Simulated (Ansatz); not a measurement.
The cell comes from COD entry 1539063, which wasn't checked; take it as a given geometry. The listed cell was then made from it by scaling, straining or moving an atom.

An input for HfN: DFT, LDA, all-electron PAW with datasets made for the crystal, scalar-relativistic (Ansatz 0.2.0).

Command: `ansatz run input.yaml --threads 1 --pin off --max-ram 3072MiB --backend cpu --events-out ev --progress --plain --runs-dir out` The run took 16 s on 1 thread of Arm Neoverse V2 (shared host), peak memory 0.62 GiB.

```yaml
crystal:
  lattice:
    - [0.0, 2.259, 2.19123]
    - [2.259, 0.0, 2.19123]
    - [2.259, 2.259, 0.0]
  atoms:
    - { symbol: Hf, position: [0.0, 0.0, 0.0] }
    - { symbol: "N", position: [0.5, 0.5, 0.5] }
kpoints:
  mp_grid: { grid: [10, 10, 10] }
scf:
  occupations: { method: fermi_dirac, width: 0.03 }
hamiltonian:
  xc: lda
  pseudopotentials: { kind: all_electron, datasets: crystal }
output:
  forces: true
  stress: true
  eigenvalues: true
  efg: { contact_densities: true }
```

Set-up and iterations as logged by Ansatz (the results part is left out, to be predicted):

```
hamiltonian.pseudopotentials.datasets: crystal makes datasets for this crystal and solves the spheres of its atoms anew in each pass: cutoff 440.0 eV, the density's 1760.0 eV; for an error of 0.50 meV an atom under PBE, 1.0 meV for the cell; an energy difference from a run of another recipe may be off by several times the error for the cell, under r2SCAN by more, where some 0.1 meV an atom stays at smaller errors; N in spheres of 0.900 Å, 5 of its electrons in bands; Hf in spheres of 1.286 Å, 26 of its electrons in bands
band count auto-derived: 22 (N_el = 31.0; filled up to band 16; 20 by the electrons, moments and atoms)
Engine: ansatz 0.2.0
Pseudopotentials: kind: all_electron
Pseudopotential: Hf, paw, valence charge 26, recommended cutoff 440 eV (normal), Koelling and Harmon's equation, gaussian nucleus
Pseudopotential: N, paw, valence charge 5, recommended cutoff 440 eV (normal), Koelling and Harmon's equation, gaussian nucleus
Functional definition: SPW92
  exchange = slater_x
  correlation = pw_c
Crystal: 2 atoms, lattice volume = 22.364 Å³
Basis set: ecut = 440 eV, 499 PW (Γ)
Bands: 22, of which v1, the nominal top of the filled ones, is band 16 counted from 1 (15 counted from 0)
Symmetry: 16 space group operations
Space group: I4/mmm (ITA 139), of the structure as read, at distance tolerance 2.8e-5 Å
k-points: 102 of 1000
Non-local potential: Hf, projectors of the file, l = 0: 2, l = 1: 2, l = 2: 1, l = 3: 2
Non-local potential: N, projectors of the file, l = 0: 1, l = 1: 1
PAW form: soft (Blöchl's): semilocal exchange-correlation on the pseudo side does not see the compensation charge
PAW one-centre angular grid: Hf, 590 points (default); XC on its mesh's 1801 points in the sphere
PAW one-centre angular grid: N, 110 points (default); XC on its mesh's 1921 points in the sphere
Initial density: superposition of atomic densities (neutral atoms: chi_scale 0, normalization atom)
Initial wavefunctions: pseudopotential atomic-orbital guess
Functional: x = slater, c = lda
iter 1 solved again at ethr=2.25e-2 eV; its pass at ethr=1.00e-1 eV (dr2=6.98e0 eV) is discarded
SCF iter   1: F=—  HF=-411491.589854 eV  |F-HF|=—  |Δ(HF+E_count)|=         —  Δρ=1.60e-1  dr2=6.85e0  ethr=2.25e-2  ⟨swp⟩=2.0  Hψ=11377  notcnv=0
SCF iter   2: F=—  HF=-411490.082304 eV  |F-HF|=—  |Δ(HF+E_count)|=    1.51e0  Δρ=5.02e-2  dr2=7.69e-1  ethr=2.21e-2  ⟨swp⟩=2.5  Hψ=4588  notcnv=0
SCF iter   3: F=—  HF=-411489.865851 eV  |F-HF|=—  |Δ(HF+E_count)|=   2.16e-1  Δρ=2.58e-2  dr2=8.64e-2  ethr=2.48e-3  ⟨swp⟩=3.0  Hψ=5016  notcnv=0
SCF iter   4: F=—  HF=-411489.862430 eV  |F-HF|=—  |Δ(HF+E_count)|=   3.42e-3  Δρ=9.73e-3  dr2=9.34e-3  ethr=2.79e-4  ⟨swp⟩=3.0  Hψ=6991  notcnv=0  defer=1
SCF iter   5: F=—  HF=-411489.854142 eV  |F-HF|=—  |Δ(HF+E_count)|=   8.29e-3  Δρ=3.07e-3  dr2=1.43e-3  ethr=3.01e-5  ⟨swp⟩=3.0  Hψ=5095  notcnv=0
iter 6 solved again at ethr=3.56e-7 eV; its pass at ethr=4.60e-6 eV (dr2=1.10e-4 eV) is discarded
SCF iter   6: F=—  HF=-411489.854777 eV  |F-HF|=—  |Δ(HF+E_count)|=   6.35e-4  Δρ=9.12e-4  dr2=1.11e-4  ethr=3.56e-7  ⟨swp⟩=2.0  Hψ=9103  notcnv=0
SCF iter   7: F=—  HF=-411489.854757 eV  |F-HF|=—  |Δ(HF+E_count)|=   2.06e-5  Δρ=2.92e-4  dr2=1.42e-5  ethr=3.56e-7  ⟨swp⟩=2.0  Hψ=3844  notcnv=0
SCF iter   8: F=—  HF=-411489.854757 eV  |F-HF|=—  |Δ(HF+E_count)|=   9.02e-9  Δρ=7.00e-5  dr2=1.08e-6  ethr=4.57e-8  ⟨swp⟩=2.6  Hψ=3918  notcnv=0
SCF iter   9: F=—  HF=-411489.854756 eV  |F-HF|=—  |Δ(HF+E_count)|=   1.43e-7  Δρ=1.40e-5  dr2=4.05e-8  ethr=3.48e-9  ⟨swp⟩=2.3  Hψ=3878  notcnv=0
SCF iter  10: F=-411489.854756 eV  HF=-411489.854756 eV  |F-HF|=2.04e-9  |Δ(HF+E_count)|=   1.51e-8  Δρ=3.18e-6  dr2=2.60e-9  ethr=1.31e-10  ⟨swp⟩=3.0  Hψ=4576  notcnv=0
```

Spin polarisation is left out, and whether a magnetic state lies lower isn't shown here.

Question: What pressure will this run report?

Answer: -0.10 GPa (positive in compression).
